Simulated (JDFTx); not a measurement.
The system is SiC (Moissanite).

```xyz
4
Lattice="3.0760 0.0000 0.0000 -1.5380 2.6639 0.0000 0.0000 0.0000 5.0480" Properties=species:S:1:pos:R:3 pbc="T T T"
Si    1.5380    0.8880    2.5240
Si    0.0000    1.7759    0.0000
C     1.5380    0.8880    4.4675
C     0.0000    1.7759    1.9435
```

Base run:

- Program: JDFTx 1.7.0 (patched build)
- Functional: PBE
- Potentials or basis: PseudoDojo-SR-PBE-0.5-standard with smoothed tails
- Cutoff: 1116 eV
- Density cutoff: 8925 eV
- k mesh: 10 × 10 × 5
- Occupations: fermi-dirac, width 0.05 eV
- Spin: no spin polarisation

Its results: band gap on the k mesh 2.49 eV, indirect (least direct gap 4.09 eV); pressure 3.7 GPa; largest force 0.760 eV/Å.

**Question.** After a change of settings the same cell gave: band gap on the k mesh 2.82 eV, indirect (least direct gap 4.20 eV); pressure 3.8 GPa; largest force 0.720 eV/Å. Which change was it?
A. functional from PBE to PBEsol; potentials or basis from PseudoDojo-SR-PBE-0.5-standard with smoothed tails to PseudoDojo-SR-PBEsol-0.4.1-standard
B. k mesh from 10 × 10 × 5 to 5 × 5 × 2
C. functional from PBE to PBEsol; potentials or basis from PseudoDojo-SR-PBE-0.5-standard with smoothed tails to PseudoDojo-SR-PBEsol-0.4.1-standard with smoothed tails
D. functional from PBE to revPBE

**Answer.** B.

Caveats: some runs use coarse meshes; the empty levels aren't tightly converged; an odd mesh through Γ misses points on the zone boundary, where band edges often lie.

Not every run made on this cell is shown here.
